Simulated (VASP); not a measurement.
# AlRu under changes of volume

One of the cells (13.297 Å³/atom); the others are scaled copies at fixed shape and fractional positions:

```
Ru Al
1.0
     2.98492    0.00000    0.00000
     0.00000    2.98492    0.00000
     0.00000    0.00000    2.98492
Ru Al
1 1
Direct
  0.50000 0.50000 0.50000
  0.00000 0.00000 0.00000
```

```yaml
Program: VASP 6.6.1
Functional: r2SCAN
Potentials_or_basis: VASP PAW PBE potentials, release 64 (Ru_pv, Al)
Cutoff: 520 eV
k_mesh: 8 × 8 × 8
Occupations: fermi-dirac, width 0.05 eV
Spin: no spin polarisation
```

| volume (Å³/atom) | energy over the lowest point (meV/atom) | pressure (GPa) |
| --- | --- | --- |
| 12.766 | 15.67 | 9.8 |
| 13.032 | 3.75 | 4.6 |
| 13.297 | 0.00 | 0.0 |
| 13.563 | 3.60 | -4.2 |
| 13.829 | ? | ? |

Task: What does the run at 13.829 Å³/atom give?

Result: Energy over the lowest point 13.80 meV/atom; pressure -7.9 GPa.

Worked out: A Birch-Murnaghan fit of order 2 (a polynomial in V^(-2/3)) to the other rows has its minimum at 13.30 Å³/atom with B0 = V·E''(V) = 222 GPa. It gives 13.89 meV/atom at 13.829 Å³/atom, against the run's 13.80, and -dE/dV = -8.1 GPa, against -7.9.

Energies are extrapolated to zero smearing.

Caveats: the PAW data sets were made with another functional, which shifts forces and pressure a little.
